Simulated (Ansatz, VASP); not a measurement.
## GaCo in VASP and in Ansatz

```
Ga Co
1.0
     2.87800    0.00000    0.00000
     0.00000    2.87800    0.00000
     0.00000    0.00000    2.87800
Ga Co
1 1
Direct
  0.50000 0.50000 0.50000
  0.00000 0.00000 0.00000
```

Alike in both runs: task relaxation of cell and atoms; functional PBE; k mesh 14 × 14 × 14; occupations gaussian, width 0.1 eV; collinear spin.

|  | VASP | Ansatz |
| --- | --- | --- |
| version | VASP 6.6.1 | Ansatz 0.2.0 |
| potentials or method | VASP PAW PBE potentials, release 64 (Ga_d, Co) | scalar-relativistic, plane waves, PAW |
| plane-wave cutoff (eV) | 600 | 420 |
| valence electrons in the cell | 22 | 30 |

```csv
,VASP,Ansatz,Ansatz less VASP
"gap on the k mesh at the Fermi level, each at its own relaxed structure (eV)",none,none,-
net moment per atom (μB),0.04,0.04,0.000
size of the moment on the site where the two differ most (μB),0.09,0.09,+0.002
relaxed volume (Å³/atom),11.98,11.97,-0.010
relaxed cell length with the largest relative difference (Å),2.883,2.882,-0.0008
```

Site moments also hang on the region over which each program counts them. A gap of «none» marks a metal or a gap that the smearing closes. The two sets of potentials don't hold the same shells in valence.

PBE usually gives volumes a little too large and moduli too small. Zero-point motion and thermal expansion aren't in these numbers.
